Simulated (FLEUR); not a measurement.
# C (Fd-3m) in FLEUR: further runs, part 2 of 2

FLEUR MaX-R8.1 (patched build s14).

## Step 3: Equation of state, PBE, 5.33 Å³/atom (volume scaled by 0.94)

inp.xml reads:

```xml
<?xml version="1.0" encoding="UTF-8" standalone="no"?>
<fleurInput fleurInputVersion="0.39">
   <comment>
      C                                                                                                   
   </comment>
   <calculationSetup>
      <cutoffs Kmax="3.5" Gmax="17.5" GmaxXC="17.5" numbands="0"/>
      <scfLoop itmax="60" minDistance="0.00001" maxIterBroyd="15" imix="Anderson" alpha="0.05" precondParam="0.0" spinf="2.0"/>
      <coreElectrons ctail="T" frcor="F" kcrel="0" coretail_lmax="0"/>
      <xcFunctional name="pbe" relativisticCorrections="F"/>
      <magnetism jspins="1"/>
      <soc l_soc="F" theta="0.0" phi="0.0" spav="F"/>
      <expertModes spex="0" secvar="F"/>
      <geometryOptimization l_f="F" forcealpha="1.0" forcemix="BFGS" epsdisp="0.00001" epsforce="0.00001"/>
      <ldaU l_linMix="F" mixParam="0.05" spinf="1.0"/>
   </calculationSetup>
   <cell>
      <bzIntegration valenceElectrons="8.0" mode="hist" fermiSmearingEnergy="0.00183747">
         <kPointListSelection listName="default-1"/>
         <!-- k-points included here -->
         <xi:include xmlns:xi="http://www.w3.org/2001/XInclude" href="kpts.xml"> </xi:include>
      </bzIntegration>
      <!-- symmetry operations included here -->
      <xi:include xmlns:xi="http://www.w3.org/2001/XInclude" href="sym.xml"> </xi:include>
      <bulkLattice scale="0.9795861087">
         <bravaisMatrix>
            <row-1>    0.0000000000000000     3.3700808788279017     3.3700808788279017</row-1>
            <row-2>    3.3700808788279017     0.0000000000000000     3.3700808788279017</row-2>
            <row-3>    3.3700808788279017     3.3700808788279017     0.0000000000000000</row-3>
         </bravaisMatrix>
      </bulkLattice>
   </cell>
   <atomSpecies>
      <species name="Carbon (C)" element="C" atomicNumber="6">
         <mtSphere radius="1.31" gridPoints="447" logIncrement="0.023"/>
         <atomicCutoffs lmax="5" lnonsphr="3"/>
         <electronConfig flipSpins="F">
            <coreConfig>(1s1/2)</coreConfig>
            <valenceConfig>(2s1/2) (2p1/2) (2p3/2)</valenceConfig>
            <stateOccupation state="(2p1/2)" spinUp="0.333333" spinDown="0.333333"/>
            <stateOccupation state="(2p3/2)" spinUp="0.666667" spinDown="0.666667"/>
         </electronConfig>
         <energyParameters s="2" p="2" d="3" f="4"/>
         <lo type="SCLO" l="0" n="2" eDeriv="2"/>
         <lo type="SCLO" l="1" n="2" eDeriv="2"/>
         <lo type="SCLO" l="2" n="3" eDeriv="2"/>
      </species>
   </atomSpecies>
   <atomGroups>
      <atomGroup species="Carbon (C)">
         <relPos label="                   1">-3.000/8.000 -3.000/8.000 -3.000/8.000</relPos>
         <relPos label="                   2">3.000/8.000 3.000/8.000 3.000/8.000</relPos>
         <force calculate="T" relaxXYZ="TTT"/>
      </atomGroup>
   </atomGroups>
   <output dos="F" band="F" slice="F">
      <checks vchk="F" cdinf="F"/>
      <bandDOS minEnergy="-.5*Htr" maxEnergy="0.5*Htr" sigma="0.015" storeEVData="T"/>
      <vacuumDOS vacdos="F" integ="F" star="F" nstars="0" locx1="0.0" locy1="0.0" locx2="0.0" locy2="0.0" nstm="0" tworkf="0.0"/>
      <unfoldingBand unfoldBand="F" supercellX="1" supercellY="1" supercellZ="1"/>
      <plotting iplot="0" polar="F">
         <plot TwoD="T" vec1="  1.0  0.0  0.0" vec2="  0.0  1.0  0.0" vec3="  0.0  0.0  1.0" zero="  0.0  0.0  0.0" file="plot"/>
      </plotting>
      <chargeDensitySlicing numkpt="0" minEigenval="0.0" maxEigenval="0.0" nnne="0" pallst="F"/>
      <specialOutput eonly="F"/>
      <magneticCircularDichroism mcd="F" energyLo="-10.0" energyUp="0.0"/>
   </output>
  <!-- We include the file relax.xml here to enable relaxations (see documentation) -->
  <xi:include xmlns:xi="http://www.w3.org/2001/XInclude" href="relax.xml"> <xi:fallback/> </xi:include>
</fleurInput>
```

Potentials or basis: all-electron, FLAPW.

Run with:

```
$ inpgen -f crystal.txt -profile veryFastHighL
$ # inp.xml edited to the form shown
$ fleur
```

Run time: 3.8 s. Hardware: 1 thread of AMD EPYC 7B13 (Zen 3), shared host; peak memory 0.09 GiB.

Results (log left out):

| Quantity | Value |
| --- | --- |
| Free energy | -2071.6834 eV |
| Band gap on the k mesh | 4.32 eV, indirect (least direct gap 5.85 eV) |
| Valence electrons inside the program's atomic spheres | C 1.96 (radii C 1.31 bohr) |

Caveat: the plane-wave cutoff is short for the small spheres of the light atoms, so energies, forces and moduli aren't converged; an odd mesh through Γ misses points on the zone boundary, where band edges often lie.

## Step 4: Equation of state, PBE, 5.44 Å³/atom (volume scaled by 0.96)

Changes to inp.xml since step 3:

```diff
@@ -24,3 +24,3 @@
       <xi:include xmlns:xi="http://www.w3.org/2001/XInclude" href="sym.xml"> </xi:include>
-      <bulkLattice scale="0.9795861087">
+      <bulkLattice scale="0.9864848297">
          <bravaisMatrix>
```

Run with:

```
$ inpgen -f crystal.txt -profile veryFastHighL
$ # inp.xml edited to the form shown
$ fleur
```

Run time: 3.9 s. Hardware: 1 thread of AMD EPYC 7B13 (Zen 3), shared host; peak memory 0.09 GiB.

Results (log left out):

| Quantity | Value |
| --- | --- |
| Free energy | -2071.7149 eV |
| Band gap on the k mesh | 4.27 eV, indirect (least direct gap 5.79 eV) |
| Valence electrons inside the program's atomic spheres | C 1.94 (radii C 1.31 bohr) |

Caveat: the plane-wave cutoff is short for the small spheres of the light atoms, so energies, forces and moduli aren't converged; an odd mesh through Γ misses points on the zone boundary, where band edges often lie.

## Step 5: Equation of state, PBE, 5.67 Å³/atom

Changes to inp.xml since step 4:

```diff
@@ -24,3 +24,3 @@
       <xi:include xmlns:xi="http://www.w3.org/2001/XInclude" href="sym.xml"> </xi:include>
-      <bulkLattice scale="0.9864848297">
+      <bulkLattice scale="1.0000000000">
          <bravaisMatrix>
```

Run with:

```
$ inpgen -f crystal.txt -profile veryFastHighL
$ # inp.xml edited to the form shown
$ fleur
```

Wall time 4 s (1 thread of AMD EPYC 7B13 (Zen 3), shared host); peak memory 0.09 GiB.

Results (log left out):

```yaml
Free_energy: -2071.7618 eV
Band_gap_on_the_k_mesh: 4.16 eV, indirect (least direct gap 5.67 eV)
Valence_electrons_inside_the_program's_atomic_spheres: C 1.90 (radii C 1.31 bohr)
```

Caveat: the plane-wave cutoff is short for the small spheres of the light atoms, so energies, forces and moduli aren't converged; an odd mesh through Γ misses points on the zone boundary, where band edges often lie.

## Step 6: Equation of state, PBE, 5.90 Å³/atom (volume scaled by 1.04)

Changes to inp.xml since step 5:

```diff
@@ -24,3 +24,3 @@
       <xi:include xmlns:xi="http://www.w3.org/2001/XInclude" href="sym.xml"> </xi:include>
-      <bulkLattice scale="1.0000000000">
+      <bulkLattice scale="1.0131594038">
          <bravaisMatrix>
```

Potentials or basis: all-electron, FLAPW.

Run with:

```
$ inpgen -f crystal.txt -profile veryFastHighL
$ # inp.xml edited to the form shown
$ fleur
```

It took 4 s on 1 thread of AMD EPYC 7B13 (Zen 3), shared host; peak memory 0.09 GiB.

The run converged. Its results:

| Quantity | Value |
| --- | --- |
| Free energy | -2071.7374 eV |
| Band gap on the k mesh | 4.06 eV, indirect (least direct gap 5.56 eV) |
| Valence electrons inside the program's atomic spheres | C 1.87 (radii C 1.31 bohr) |

Caveat: the plane-wave cutoff is short for the small spheres of the light atoms, so energies, forces and moduli aren't converged; an odd mesh through Γ misses points on the zone boundary, where band edges often lie.

## Step 7: Equation of state, PBE, 6.01 Å³/atom (volume scaled by 1.06)

Changes to inp.xml since step 6:

```diff
@@ -24,3 +24,3 @@
       <xi:include xmlns:xi="http://www.w3.org/2001/XInclude" href="sym.xml"> </xi:include>
-      <bulkLattice scale="1.0131594038">
+      <bulkLattice scale="1.0196128224">
          <bravaisMatrix>
```

Run with:

```
$ inpgen -f crystal.txt -profile veryFastHighL
$ # inp.xml edited to the form shown
$ fleur
```

Run time: 4.1 s. Hardware: 1 thread of AMD EPYC 7B13 (Zen 3), shared host; peak memory 0.09 GiB.

It converged, with:

```
Free energy                                           : -2071.7150 eV
Band gap on the k mesh                                : 4.01 eV, indirect (least direct gap 5.51 eV)
Valence electrons inside the program's atomic spheres : C 1.85 (radii C 1.31 bohr)
```

Caveat: the plane-wave cutoff is short for the small spheres of the light atoms, so energies, forces and moduli aren't converged; an odd mesh through Γ misses points on the zone boundary, where band edges often lie.

## Step 8: Equation of state, PBE

This step only gathers the single runs of the series.

What came out:

| Item | Value |
| --- | --- |
| Equilibrium volume | 5.72 Å³/atom (rough: see the caveat) |
| Bulk modulus | 493 GPa (rough) |

Energy against volume, from the lowest point:
```tsv
volume (Å³/atom)	energy (meV/atom)
5.332	39.20
5.445	23.44
5.672	0.00
5.899	12.17
6.012	23.37
```

Caveat: the fit is doubtful: noisy points or a state that changes with volume; small basis for a fit; the plane-wave cutoff is short for the small spheres of the light atoms, so energies, forces and moduli aren't converged.
